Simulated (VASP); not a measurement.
# ZnSe (F-43m) in VASP: band structure with PBE

Aim: the band structure of ZnSe with PBE.

All numbers are computed with VASP 6.6.1; they aren't measurements. Logs are shortened: lines on timing, memory, paths and dates and some standing lists are left out, and cuts for length are marked.

**The experiment to reproduce.**

From “Alloy Disordering Effects on the Thermal Conductivity and Energy Gap Temperature Dependence of Cd1−xZnxSe Ternary Crystals Grown by the Bridgman Method”, 2023, pmc:10253836, for a bulk crystal of ZnSe at 300 K: band gap 2.695 ± 0.003 eV (an exciton energy, a little under the gap).

The runs below are set against these values where they give the same quantity.

**1. Starting point**

The structure is cubic, space group F-43m (No. 216). Conventional cell: a = 5.733 Å, b = 5.733 Å, c = 5.733 Å, α = 90.00°, β = 90.00°, γ = 90.00°. Zn (site symmetry -43m) is surrounded by 4 Se at 2.48 Å. Se (site symmetry -43m) is surrounded by 4 Zn at 2.48 Å.

**2. Band structure, PBE**

INCAR

```
PREC = Accurate ; ENCUT = 520
EDIFF = 1E-6 ; ISMEAR = 0
SIGMA = 0.02 ; LREAL = False
LASPH = True ; NELM = 100
ALGO = Fast ; ISIF = 2
LWAVE = False ; LCHARG = False
GGA = PE
```

KPOINTS

```
Automatic mesh
0
Gamma
  8 8 8
```

POSCAR

```
ZnSe
1.0
    0.0000000000      2.8664300000      2.8664300000
    2.8664300000      0.0000000000      2.8664300000
    2.8664300000      2.8664300000      0.0000000000
Zn Se
1 1
Direct
    0.0000000000      0.0000000000      0.0000000000
    0.2500000000      0.2500000000      0.2500000000
```

KPOINTS_OPT

```
path GXWKGLUWLK,UX
15
line-mode
reciprocal
 0.0000000000  0.0000000000  0.0000000000  G
 0.5000000000  0.0000000000  0.5000000000  X

 0.5000000000  0.0000000000  0.5000000000  X
 0.5000000000  0.2500000000  0.7500000000  W

 0.5000000000  0.2500000000  0.7500000000  W
 0.3750000000  0.3750000000  0.7500000000  K

 0.3750000000  0.3750000000  0.7500000000  K
 0.0000000000  0.0000000000  0.0000000000  G

 0.0000000000  0.0000000000  0.0000000000  G
 0.5000000000  0.5000000000  0.5000000000  L

 0.5000000000  0.5000000000  0.5000000000  L
 0.6250000000  0.2500000000  0.6250000000  U

 0.6250000000  0.2500000000  0.6250000000  U
 0.5000000000  0.2500000000  0.7500000000  W

 0.5000000000  0.2500000000  0.7500000000  W
 0.5000000000  0.5000000000  0.5000000000  L

 0.5000000000  0.5000000000  0.5000000000  L
 0.3750000000  0.3750000000  0.7500000000  K

 0.6250000000  0.2500000000  0.6250000000  U
 0.5000000000  0.0000000000  0.5000000000  X
```

Potentials or basis: VASP PAW PBE potentials, release 64 (Zn, Se).

Launch:

```bash
> cat potpaw_PBE.64/Zn/POTCAR potpaw_PBE.64/Se/POTCAR > POTCAR
> mpirun -np 1 vasp_std > vasp.out
```

OUTCAR:

```text
PREC = Accurate
   ENCUT = 520
   EDIFF = 1E-6
   ISMEAR = 0
   LREAL = False
   LASPH = True
   NELM = 100
   ISIF = 2
   GGA = PE

 ion  position               nearest neighbor table
   1  0.000  0.000  0.000-   2 2.48   2 2.48   2 2.48   2 2.48
   2  0.250  0.250  0.250-   1 2.48   1 2.48   1 2.48   1 2.48

  LATTYP: Found a face centered cubic cell.
 ALAT       =     5.7328600000

  Lattice vectors:

 A1 = (   0.0000000000,   2.8664300000,   2.8664300000)
 A2 = (   2.8664300000,   0.0000000000,   2.8664300000)
 A3 = (   2.8664300000,   2.8664300000,   0.0000000000)

Analysis of symmetry for initial positions (statically):
=====================================================================
 Subroutine PRICEL returns:
 Original cell was already a primitive cell.

 Routine SETGRP: Setting up the symmetry group for a
 face centered cubic supercell.

 Subroutine GETGRP returns: Found 24 space group operations
 (whereof 24 operations were pure point group operations)
 out of a pool of 48 trial point group operations.

The static configuration has the point symmetry T_d .

Analysis of symmetry for dynamics (positions and initial velocities):
=====================================================================
 Subroutine PRICEL returns:
 Original cell was already a primitive cell.

 Routine SETGRP: Setting up the symmetry group for a
 face centered cubic supercell.

 Subroutine GETGRP returns: Found 24 space group operations
 (whereof 24 operations were pure point group operations)
 out of a pool of 48 trial point group operations.

The dynamic configuration has the point symmetry T_d .

 Subroutine INISYM returns: Found 24 space group operations
 (whereof 24 operations are pure point group operations),
 and found     1 'primitive' translations

----------------------------------------------------------------------------------------

                                     Primitive cell

  volume of cell :      47.1036

  direct lattice vectors                    reciprocal lattice vectors
     0.000000000  2.866430000  2.866430000    -0.174433006  0.174433006  0.174433006
     2.866430000  0.000000000  2.866430000     0.174433006 -0.174433006  0.174433006
     2.866430000  2.866430000  0.000000000     0.174433006  0.174433006 -0.174433006

  length of vectors
     4.053744182  4.053744182  4.053744182     0.302126828  0.302126828  0.302126828

  position of ions in fractional coordinates (direct lattice)
     0.000000000  0.000000000  0.000000000
     0.250000000  0.250000000  0.250000000

  ion indices of the primitive-cell ions
   primitive index   ion index
                 1           1
                 2           2

----------------------------------------------------------------------------------------

 KPOINTS: Automatic mesh

Automatic generation of k-mesh.
 Grid dimensions read from file:
 generate k-points for:    8    8    8

 Generating k-lattice:

  Cartesian coordinates                     Fractional coordinates (reciprocal lattice)
    -0.021804126  0.021804126  0.021804126     0.125000000  0.000000000  0.000000000
     0.021804126 -0.021804126  0.021804126     0.000000000  0.125000000  0.000000000
     0.021804126  0.021804126 -0.021804126     0.000000000  0.000000000  0.125000000

  Length of vectors
     0.037765854  0.037765854  0.037765854

  Shift w.r.t. Gamma in fractional coordinates (k-lattice)
     0.000000000  0.000000000  0.000000000

 Subroutine IBZKPT returns following result:
 ===========================================

 Found     29 irreducible k-points:

 Following reciprocal coordinates:
            Coordinates               Weight
  0.000000  0.000000  0.000000      1.000000
  0.125000  0.000000  0.000000      8.000000
  0.250000  0.000000  0.000000      8.000000
  0.375000  0.000000  0.000000      8.000000
  0.500000  0.000000  0.000000      4.000000
  0.125000  0.125000  0.000000      6.000000
[... 16 lines left out ...]
  0.500000  0.250000  0.125000     48.000000
 -0.375000  0.250000  0.125000     24.000000
 [... further k-points ...]
   k-points           NKPTS =     29   k-points in BZ     NKDIM =     29   number of bands    NBANDS=     13
   number of dos      NEDOS =    301   number of ions     NIONS =      2
   total plane-waves  NPLWV =  27000
   dimension x,y,z NGX =    30 NGY =   30 NGZ =   30
   dimension x,y,z NGXF=    60 NGYF=   60 NGZF=   60
   ions per type =               1   1
   NGX,Y,Z   is equivalent  to a cutoff of  12.30, 12.30, 12.30 a.u.
   NGXF,Y,Z  is equivalent  to a cutoff of  24.61, 24.61, 24.61 a.u.
 SYSTEM =  unknown system
   PREC   = accura    normal or accurate (medium, high low for compatibility)
   ISTART =      0    job   : 0-new  1-cont  2-samecut
   ICHARG =      2    charge: 1-file 2-atom 10-const
   ISPIN  =      1    spin polarized calculation?
   LNONCOLLINEAR =      F non collinear calculations
   LSORBIT =      F    spin-orbit coupling
   LASPH  =      T    aspherical Exc in radial PAW
   ENCUT  =  520.0 eV  38.22 Ry    6.18 a.u.   7.54  7.54  7.54*2*pi/ulx,y,z
   NELM   =    100;   NELMIN=  2; NELMDL= -5     # of ELM steps
   EDIFF  = 0.1E-05   stopping-criterion for ELM
   LREAL  =      F    real-space projection
   EDIFFG = 0.1E-04   stopping-criterion for IOM
   NSW    =      0    number of steps for IOM
   IBRION =     -1    ionic relax: 0-MD 1-quasi-New 2-CG
   NFREE  =      0    steps in history (QN), initial steepest desc. (CG)
   ISIF   =      2    stress and relaxation
   ISYM   =      2    0-nonsym 1-usesym 2-fastsym
   POTIM  = 0.5000    time-step for ionic-motion
   TEBEG  =    0.0;   TEEND  =   0.0 temperature during run
   PSTRESS=    0.0 pullay stress
   NELECT =      18.0000    total number of electrons
   NUPDOWN=      -1.0000    fix difference up-down
   EMIN   =  10.00;   EMAX   =-10.00  energy-range for DOS
   EFERMI =   0.00;   METHOD = LEGACY
   ISMEAR =     0;   SIGMA  =   0.02  broadening in eV -4-tet -1-fermi 0-gaus
   EFERMI_NEDOS =   21; number of points for ismear=-14 and -15
   IALGO  =     68    algorithm
   IMIX   =      4    mixing-type and parameters
     AMIX     =   0.40;   BMIX     =  1.00
     AMIX_MAG =   1.60;   BMIX_MAG =  1.00
  volume/ion in A,a.u.               =      23.55       158.94
  Fermi-wavevector in a.u.,A,eV,Ry     =   1.187994  2.244984 19.202314  1.411330
  Thomas-Fermi vector in A             =   2.324133
   LORBIT       =      0    0 simple, 1 ext, 2 COOP (PROOUT), +10 PAW based schemes
   GGA     = PE    functional components
   LHFCALC =     F    Hartree Fock is set to
   AEXX    =    0.0000 exact exchange contribution
   IVDW    =     0    specifies the selected vdW correction
   LEPSILON=     F    determine dielectric tensor
   LRPA    =     F    only Hartree local field effects (RPA)
 non-spin polarized calculation
 RMM-DIIS sequential band-by-band and
 Gauss-broadening in eV      SIGMA  =   0.02
  energy-cutoff  :      520.00
  volume of cell :       47.10
 maximum number of plane-waves:      1287
   NGX = 15   NGY = 15   NGZ = 15

 number of electron      18.0000017 magnetization

 Free energy of the ion-electron system (eV)
  ---------------------------------------------------
  ext. energy  EPLUGINS =         0.00000000
  ---------------------------------------------------
  free energy    TOTEN  =        -6.03245438 eV

  energy without entropy =       -6.03245438  energy(sigma->0) =       -6.03245438

 E-fermi :   1.4662     XC(G=0):  -9.1658

 val. band max:        1.3248067482   @ k =   0.0000   0.0000   0.0000
 cond. band min:       2.4779218246   @ k =   0.0000   0.0000   0.0000
 fundamental gap:      1.1531150764
 Fermi energy:         1.4662485006

 k-point     1 :       0.0000    0.0000    0.0000
  band No.  band energies     occupation
      1     -11.7198      2.00000
      2      -5.1035      2.00000
      3      -5.1035      2.00000
      4      -5.1035      2.00000
      5      -4.7643      2.00000
      6      -4.7643      2.00000
      7       1.3248      2.00000
      8       1.3248      2.00000
      9       1.3248      2.00000
     10       2.4779      0.00000
     11       7.1342      0.00000
     12       7.1342      0.00000
     13       7.1342      0.00000

 k-point     2 :       0.1250    0.0000    0.0000
  band No.  band energies     occupation
      1     -11.6257      2.00000
      2      -5.0946      2.00000
      3      -5.0889      2.00000
      4      -5.0889      2.00000
      5      -4.7655      2.00000
      6      -4.7655      2.00000
      7       0.0276      2.00000
      8       1.1823      2.00000
      9       1.1823      2.00000
     10       3.4735      0.00000
     11       7.0544      0.00000
     12       7.3766      0.00000
     13       7.3766      0.00000

 k-point     3 :       0.2500    0.0000    0.0000
  band No.  band energies     occupation
      1     -11.3823      2.00000
      2      -5.0567      2.00000
      3      -5.0567      2.00000
      4      -5.0363      2.00000
      5      -4.7640      2.00000
      6      -4.7640      2.00000
      7      -1.6363      2.00000
      8       0.8762      2.00000
      9       0.8762      2.00000
     10       3.9812      0.00000
     11       7.7443      0.00000
     12       7.7443      0.00000
     13       7.7961      0.00000
[... 305 lines left out ...]
 k-point    23 :       0.5000    0.2500    0.1250
  band No.  band energies     occupation
      1     -10.9664      2.00000
      2      -5.0122      2.00000
      3      -4.9858      2.00000
      4      -4.8571      2.00000
      5      -4.7523      2.00000
      6      -4.7006      2.00000
      7      -2.8843      2.00000
      8      -0.8331      2.00000
      9       0.1137      2.00000
     10       5.4766      0.00000
     11       6.8740      0.00000
     12       7.9910      0.00000
     13       9.4864      0.00000

 k-point    24 :      -0.3750    0.2500    0.1250
  band No.  band energies     occupation
      1     -10.8663      2.00000
      2      -5.0052      2.00000
      3      -4.9732      2.00000
      4      -4.7912      2.00000
      5      -4.7573      2.00000
      6      -4.5707      2.00000
      7      -3.3787      2.00000
      8      -0.9680      2.00000
      9      -0.0556      2.00000
     10       5.4502      0.00000
     11       6.8984      0.00000
     12       8.6449      0.00000
     13       9.8837      0.00000

 [... further k-points ...]

------------------------ aborting loop because EDIFF is reached ----------------------------------------

  FORCE on cell =-STRESS in cart. coord.  units (eV):
  Direction    XX          YY          ZZ          XY          YZ          ZX
  --------------------------------------------------------------------------------------
  -------------------------------------------------------------------------------------
  Total        0.0946589      0.0946589      0.0946589      0.0000000      0.0000000      0.0000000
  in kB        3.2197193      3.2197193      3.2197193      0.0000000      0.0000000      0.0000000
  external PRESSURE =       3.2197193 kB  Pullay stress =       0.0000000 kB

 VOLUME and BASIS-vectors are now :
 -----------------------------------------------------------------------------
  energy-cutoff  :      520.00
  volume of cell :       47.10
      direct lattice vectors                 reciprocal lattice vectors
     0.000000000  2.866430000  2.866430000    -0.174433006  0.174433006  0.174433006
     2.866430000  0.000000000  2.866430000     0.174433006 -0.174433006  0.174433006
     2.866430000  2.866430000  0.000000000     0.174433006  0.174433006 -0.174433006

 POSITION                                       TOTAL-FORCE (eV/Angst)
 -----------------------------------------------------------------------------------
      0.00000      0.00000      0.00000        -0.000000     -0.000000     -0.000000
      1.43321      1.43321      1.43321         0.000000      0.000000      0.000000
 -----------------------------------------------------------------------------------
    total drift:                               -0.000001     -0.000001     -0.000001

  FREE ENERGIE OF THE ION-ELECTRON SYSTEM (eV)
  ---------------------------------------------------
  free  energy   TOTEN  =        -6.0324543768 eV

  energy  without entropy=       -6.0324543768  energy(sigma->0) =       -6.03245438
```

Run time: 65 s. Hardware: 1 thread of Intel Xeon Platinum 8259CL at 2.50GHz (Skylake/Cascade Lake), shared host; peak memory 0.18 GiB.

What came out:

* Free energy: -6.0325 eV
* Pressure: 0.3 GPa
* Band gap on the k mesh: 1.15 eV, direct
* Band gap along the path: 1.15 eV, direct

Levels at the corners of the path, in eV from the valence-band top:
```tsv
point	band 7	band 8	band 9	band 10	band 11	band 12
Γ	0.00	0.00	0.00	1.15	5.81	5.81
X	-4.61	-2.07	-2.07	3.06	3.46	10.49
X	-4.61	-2.07	-2.07	3.06	3.46	10.49
W	-4.52	-2.63	-2.51	5.39	5.48	6.89
W	-4.52	-2.63	-2.51	5.39	5.48	6.89
K	-4.55	-2.92	-1.69	3.60	5.52	8.94
K	-4.55	-2.92	-1.69	3.60	5.52	8.94
Γ	0.00	0.00	0.00	1.15	5.81	5.81
Γ	0.00	0.00	0.00	1.15	5.81	5.81
L	-5.01	-0.82	-0.82	2.48	6.38	6.38
L	-5.01	-0.82	-0.82	2.48	6.38	6.38
U	-4.55	-2.92	-1.69	3.60	5.52	8.94
U	-4.55	-2.92	-1.69	3.60	5.52	8.94
W	-4.52	-2.63	-2.51	5.39	5.48	6.89
W	-4.52	-2.63	-2.51	5.39	5.48	6.89
L	-5.01	-0.82	-0.82	2.48	6.38	6.38
L	-5.01	-0.82	-0.82	2.48	6.38	6.38
K	-4.55	-2.92	-1.69	3.60	5.52	8.94
U	-4.55	-2.92	-1.69	3.60	5.52	8.94
X	-4.61	-2.07	-2.07	3.06	3.46	10.49
```

**3. Against experiment**

Step 2. Measured gap of ZnSe: 2.695 eV (an exciton energy, a little under the gap; 300 K; “Alloy Disordering Effects on the Thermal Conductivity and Energy Gap Temperature Dependence of Cd1−xZnxSe Ternary Crystals Grown by the Bridgman Method”, 2023, pmc:10253836). This calculation gives 1.15 eV (-1.54 eV). So large a miss can be the level of theory's own, or it may mean another phase, state or a wrong row. Spin-orbit coupling on Se is left out. The value is that of PBE, without temperature or zero-point motion. Semilocal functionals fall short of measured gaps as a rule.
